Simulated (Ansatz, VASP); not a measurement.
Two plane-wave programs on Al2Au

```xyz
3
Lattice="0.0000 3.0000 3.0000 3.0000 0.0000 3.0000 3.0000 3.0000 0.0000" Properties=species:S:1:pos:R:3 pbc="T T T"
Al    1.5000    1.5000    1.5000
Al    4.6350    4.5000    4.6350
Au    0.0000    0.0000    0.0000
```

Alike in both runs: task single point; functional PBEsol; k mesh 5 × 5 × 5; no spin polarisation.

```csv
,VASP,Ansatz
version,VASP 6.6.1,Ansatz 0.2.0
potentials or method,"VASP PAW PBE potentials, release 64 (Al, Au)","plane waves, PAW"
plane-wave cutoff (eV),520,420
occupations,"methfessel-paxton of order 1, width 0.1 eV","cold, width 0.1 eV"
valence electrons in the cell,17,25
```

|  | VASP | Ansatz | Ansatz less VASP |
| --- | --- | --- | --- |
| rms of the force components (eV/Å) | 0.510 | 0.510 | 0.0000 |

Atom by atom the forces differ by 0.002 eV/Å (rms over components). The two sets of potentials don't hold the same shells in valence.

Caveats: the k mesh is coarse (spacing up to 0.36 Å⁻¹), so the values aren't converged; the PAW data sets were made with another functional, which shifts forces and pressure a little (VASP). Spin-orbit coupling is left out, which matters for the levels of Au.
